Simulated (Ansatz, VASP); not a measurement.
## One calculation of Sc, two programs

POSCAR

```
Sc
1.0
   -1.9172054859      1.9172054859      1.7176030000
    1.9172054859     -1.9172054859      1.7176030000
    1.9172054859      1.9172054859     -1.7176030000
Sc
1
Direct
    0.0000000000      0.0000000000      0.0000000000
```

File INCAR.step1:

```
SYSTEM = Sc
  PREC = Accurate
  ENCUT = 520
  ISMEAR = 0
  SIGMA = 0.1
  LREAL = .False.
  LASPH = .True.
  NELM = 80
  NBANDS = 12
  GGA = PE
  ALGO = Normal
  EDIFF = 1E-4
  LWAVE = .True.
  LCHARG = .False.
```

File INCAR.step2:

```
SYSTEM = Sc
  PREC = Accurate
  ENCUT = 520
  EDIFF = 1E-7
  ISMEAR = 0
  SIGMA = 0.1
  LREAL = .False.
  LASPH = .True.
  NELM = 80
  ALGO = Normal
  ISIF = 2
  LWAVE = .False.
  LCHARG = .False.
  METAGGA = R2SCAN
  LMIXTAU = .True.
  NBANDS = 12
  ISTART = 1
```

The input KPOINTS:

```
regular mesh
0
Gamma
  8 8 8
  0 0 0
```

Input for Ansatz:

```yaml
crystal:
  lattice:
    - [-1.9172054859, 1.9172054859, 1.717603]
    - [1.9172054859, -1.9172054859, 1.717603]
    - [1.9172054859, 1.9172054859, -1.717603]
  atoms:
    - { symbol: Sc, position: [0.0, 0.0, 0.0] }
basis:
  ecutwfc: 500
kpoints:
  mp_grid: { grid: [8, 8, 8] }
hamiltonian:
  xc: r2scan
scf:
  occupations: { method: gaussian, width: 0.1 }
output:
  forces: true
  stress: true
  eigenvalues: true
```

This isn't the form of Sc at room conditions, which is hcp.

Alike in both runs: task single point; functional r2SCAN; k mesh 8 × 8 × 8; occupations gaussian, width 0.1 eV; no spin polarisation.

```csv
,VASP,Ansatz
version,VASP 6.6.1,Ansatz 0.2.0
potentials or method,"VASP PAW PBE potentials, release 64 (Sc_sv)","scalar-relativistic, plane waves, PAW"
plane-wave cutoff (eV),520,500
valence electrons in the cell,11,11
```

Ansatz gave:

```
gap on the k mesh at the Fermi level (eV)       : none
pressure (GPa)                                  : -0.5
largest component of the traceless stress (GPa) : 1.62
```

Task: What did VASP give for the same quantities?

Result: gap on the k mesh at the Fermi level (eV): none; pressure (GPa): -0.3; largest component of the traceless stress (GPa): 1.61.

A gap of «none» marks a metal or a gap that the smearing closes. With one functional, cell and mesh, what is left measures potentials, basis and numerics.

Caveats: the PAW data sets were made with another functional, which shifts forces and pressure a little (VASP).
